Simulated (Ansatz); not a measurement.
Input of an Ansatz 0.2.0 run:

File input:

```
crystal:
  lattice:
    - [-1.726539, 1.775547, 2.338342]
    - [1.726539, -1.775547, 2.338342]
    - [1.726539, 1.775547, -2.338342]
  atoms:
    - { symbol: Sn, position: [0.0, 0.0, 0.0] }
hamiltonian:
  xc: { exchange: pbe, correlation: pbe, exx: { coeff: 0.25, omega: 0.3 } }
  pseudopotentials: { kind: paw }
kpoints:
  mp_grid: { grid: [6, 6, 6] }
  band_path:
    path:
      - [[0.0, 0.0, 0.0], [-0.3862939988, 0.3862939988, 0.3862939988], [-0.2804352521, 0.2804352521, 0.4921527456], [0.0, 0.0, 0.5], [0.25, 0.25, 0.25], [0.0, 0.5, 0.0], [0.3862939988, 0.6137060012, -0.3862939988], [0.5, 0.5, -0.5], [0.0, 0.0, 0.0], [0.3941412533, -0.3941412533, 0.3941412533], [0.5, 0.0, 0.0], [0.25, 0.25, 0.25]]
      - [[0.2804352521, -0.2804352521, 0.5078472544], [0.3941412533, -0.3941412533, 0.3941412533]]
      - [[0.6058587467, 0.3941412533, -0.3941412533], [0.5, 0.5, -0.5]]
    npoints: 4
scf:
  occupations: { method: fermi_dirac, width: 0.05 }
  n_extra_bands: 6
output:
  forces: true
  stress: true
  eigenvalues: true
  fatbands: false
```

**Question.** Estimate the pressure.

**Answer.** -1.2 GPa.

**Question.** Predict the band gap on the k mesh.

**Answer.** None (metal or under the smearing width).

Levels at the corners of the path, in eV from the Fermi level:
| point | band 5 | band 6 | band 7 | band 8 | band 9 | band 10 |
| --- | --- | --- | --- | --- | --- | --- |
| Γ | -23.75 | -12.05 | 7.54 | 7.69 | 8.14 | 11.04 |
| X | -23.70 | -5.01 | -2.71 | -1.42 | 2.00 | 5.41 |
| L | -23.68 | -4.96 | -2.05 | -1.74 | -0.11 | 9.65 |
| T | -23.68 | -5.77 | -4.09 | 2.16 | 2.58 | 5.74 |
| W | -23.70 | -5.31 | -2.06 | -1.82 | -0.50 | 12.06 |
| R | -23.70 | -7.32 | -4.91 | 5.16 | 6.09 | 9.59 |
| X1 | -23.70 | -5.01 | -2.71 | -1.42 | 2.00 | 5.41 |
| Z | -23.68 | -4.88 | -3.54 | 1.22 | 1.95 | 4.75 |
| Γ | -23.75 | -12.05 | 7.54 | 7.69 | 8.14 | 11.04 |
| Y | -23.70 | -5.19 | -2.86 | -1.41 | 2.57 | 5.93 |
| S | -23.70 | -7.61 | -5.00 | 5.62 | 6.42 | 10.11 |
| W | -23.70 | -5.31 | -2.06 | -1.82 | -0.50 | 12.06 |
| L1 | -23.68 | -4.96 | -2.05 | -1.74 | -0.11 | 9.65 |
| Y | -23.70 | -5.19 | -2.86 | -1.41 | 2.57 | 5.93 |
| Y1 | -23.70 | -5.19 | -2.86 | -1.41 | 2.57 | 5.93 |
| Z | -23.68 | -4.88 | -3.54 | 1.22 | 1.95 | 4.75 |

Caveat: the k mesh is coarse (spacing up to 0.42 Å⁻¹), so the values aren't converged, least of all with exact exchange; spin-orbit coupling is left out, which moves the levels of the heavy elements; the PAW data sets come from PBE, with cores solved anew for the run's functional, which leaves a small shift of forces and pressure; the thresholds are loose for stress.
